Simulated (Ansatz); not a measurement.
**SnS2: how the settings move a single-point run**

Question: which choices in the input matter for SnS2?

Program: Ansatz 0.2.0. Level of theory: reference: DFT, r2SCAN, PAW with Ansatz's default frozen-core files, scalar-relativistic; levels and slopes on a fine mesh, independent-particle optical spectra. These are calculated values, not measurements.

## Step 1: Starting point

The structure is trigonal, space group P-3m1 (No. 164). The conventional cell has a = 3.673 Å, b = 3.673 Å, c = 6.265 Å, α = 90.00°, β = 90.00°, γ = 120.00°. Around Sn (site symmetry -3m) lie 6 S at 2.58 Å. Around S (site symmetry 3m) lie 3 Sn at 2.58 Å.

Structure file:

```cif
data_structure
_symmetry_space_group_name_H-M 'P 1'
_symmetry_Int_Tables_number 1
_cell_length_a 3.6733
_cell_length_b 3.6733
_cell_length_c 6.2648
_cell_angle_alpha 90.000
_cell_angle_beta 90.000
_cell_angle_gamma 120.000
_cell_volume 73.21
loop_
_atom_site_label
_atom_site_type_symbol
_atom_site_fract_x
_atom_site_fract_y
_atom_site_fract_z
_atom_site_occupancy
Sn1 Sn 0.00000 0.00000 0.00000 1
S1 S 0.33333 0.66667 0.23337 1
S2 S 0.66667 0.33333 0.76663 1
```

## Step 2: Baseline

File input.yaml:

```yaml
crystal:
  lattice:
    - [3.67330551212, 0.0, 0.0]
    - [-1.83665275606, 3.18117588936, 0.0]
    - [0.0, 0.0, 6.26475959415]
  atoms:
    - { symbol: Sn, position: [0.0, 0.0, 0.0] }
    - { symbol: S, position: [0.333333333333, 0.666666666667, 0.233369741789] }
    - { symbol: S, position: [0.666666666667, 0.333333333333, 0.766630258211] }
kpoints:
  mp_grid: { grid: [8, 8, 4] }
scf:
  occupations: { method: fixed }
hamiltonian:
  xc: r2scan
  pseudopotentials: { kind: paw }
output:
  forces: true
  stress: true
  eigenvalues: true
  eigenstates:
    nscf_kmesh: { grid: [10, 10, 6] }
    de_dk: true
    e_range: [-9, 11.90264679488]
  optics:
    e_range: [0, 30]
    de: 0.2
    sigma: 0.1
    bands: { spectra_wanted_up_to: 30 }
    nscf_kmesh: { grid: [10, 10, 6] }
checkpoint:
  write: ck
  write_wavefunctions: false
```

Started as:

```console
$ ansatz run input.yaml --threads 2 --pin off --max-ram 6144MiB --backend cpu --events-out ev --progress --plain --runs-dir out
```

## Step 3: Changed: mp_grid.grid [3, 3, 1], mp_grid.shift [0.5, 0.5, 0.5], xc revpbe

Changes to input.yaml since step 2:

```diff
@@ -10,3 +10,3 @@
 kpoints:
-  mp_grid: { grid: [8, 8, 4] }
+  mp_grid: { grid: [3, 3, 1], shift: [0.5, 0.5, 0.5] }
 scf:
@@ -14,3 +14,3 @@
 hamiltonian:
-  xc: r2scan
+  xc: revpbe
   pseudopotentials: { kind: paw }
```

## Step 4: Changing settings: scf.algorithm direct_min, accuracy low

Changes to input.yaml since step 2:

```diff
@@ -13,2 +13,3 @@
   occupations: { method: fixed }
+  algorithm: direct_min
 hamiltonian:
@@ -33 +34,2 @@
   write_wavefunctions: false
+accuracy: low
```

Before running it: what results should come out? Wanted: for each run, ending; energy change; pressure; gap; force.

**Answer**, as computed:

```csv
run,ending,energy change,pressure (GPa),gap (eV),force (eV/Å),cycles,time
reference,converged,0,0.0,1.93,0.00,-,94 s
"1: mp_grid.grid [3, 3, 1], mp_grid.shift [0.5, 0.5, 0.5], xc revpbe",converged,not comparable,3.6,1.73,0.28,10,6 min
"2: scf.algorithm direct_min, accuracy low",converged,0.0 meV/atom,0.0,1.93,0.00,9,97 s
```

Residual by cycle in the longest SCF loop of each run; runs are numbered as in the table. The quantity is the density residual dr2, in eV.

```csv
cycle,reference,run 1,run 2
1,0.0225,0.00528,0.0207
2,0.00592,0.00154,0.00443
3,1.2e-4,1.3e-4,2.9e-4
4,5.3e-6,1.6e-5,6.6e-6
5,6.7e-7,1.3e-6,2.4e-7
6,9.3e-8,6.7e-8,1.8e-8
7,2.2e-9,9.3e-9,7.2e-10
8,1.3e-10,6.4e-10,1.8e-11
9,2.0e-12,3.1e-11,1.1e-12
10,-,5.7e-13,-
```

**Reading.** «scf.algorithm direct_min, accuracy low» leaves the energy as it was. Of the variants the dearest is «mp_grid.grid [3, 3, 1], mp_grid.shift [0.5, 0.5, 0.5], xc revpbe» (6 min), the cheapest «scf.algorithm direct_min, accuracy low» (97 s), on a shared host.

The gaps are Kohn-Sham values of a semilocal functional, not quasiparticle or optical gaps. Such gaps usually fall short of the measured ones.
